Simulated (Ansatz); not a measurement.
# InSb: the cost of one run

Computed with Ansatz 0.2.0 (DFT PBEsol, scalar-relativistic, unless a step's input says otherwise).

**1. Starting point**

Symmetry: F-43m, No. 216, cubic system. The conventional cell has a = 6.478 Å, b = 6.478 Å, c = 6.478 Å, α = 90.00°, β = 90.00°, γ = 90.00°. In (site symmetry -43m) has 4 Sb at 2.81 Å as nearest neighbours. Sb (site symmetry -43m) is surrounded by 4 In at 2.81 Å.

As a file:

```
CELL_PARAMETERS angstrom
0.00000 3.23910 3.23910
3.23910 0.00000 3.23910
3.23910 3.23910 0.00000
ATOMIC_POSITIONS crystal
In 0.00000 0.00000 0.00000
Sb 0.75000 0.75000 0.75000
```

Atoms are numbered in the order of the input: In1, Sb2.

**2. Volume × 0.96, LAPW**

File input.yaml:

```yaml
crystal:
  lattice:
    - [0.0, 3.195323012, 3.195323012]
    - [3.195323012, 0.0, 3.195323012]
    - [3.195323012, 3.195323012, 0.0]
  atoms:
    - { symbol: In, position: [0.0, 0.0, 0.0] }
    - { symbol: Sb, position: [0.75, 0.75, 0.75] }
kpoints:
  mp_grid: { grid: [9, 9, 9] }
  band_path:
    path:
      - [0.0, 0.0, 0.0]
      - [-0.5, -0.5, 0.0]
      - [-0.375, -0.375, 0.25]
      - [-0.375, 0.0, 0.375]
      - [0.0, 0.0, 0.0]
      - [0.0, 0.0, 0.5]
      - [-0.5, -0.25, 0.25]
      - [-0.5, -0.5, 0.0]
    npoints: 5
scf:
  occupations: { method: fermi_dirac, width: 0.05 }
hamiltonian:
  xc: pbesol
  pseudopotentials: { kind: all_electron, lapw: { basis_error: 0.00025 } }
output:
  forces: true
  stress: true
  eigenvalues: true
```

Command:

```console
$ ansatz run input.yaml --threads 1 --pin off --max-ram 3072MiB --backend cpu --events-out ev --progress --plain --runs-dir out
```

Q: Estimate wall time and peak memory on 1 thread of Arm Neoverse V1, shared host.

About 41 s, with a peak of 0.38 GiB.
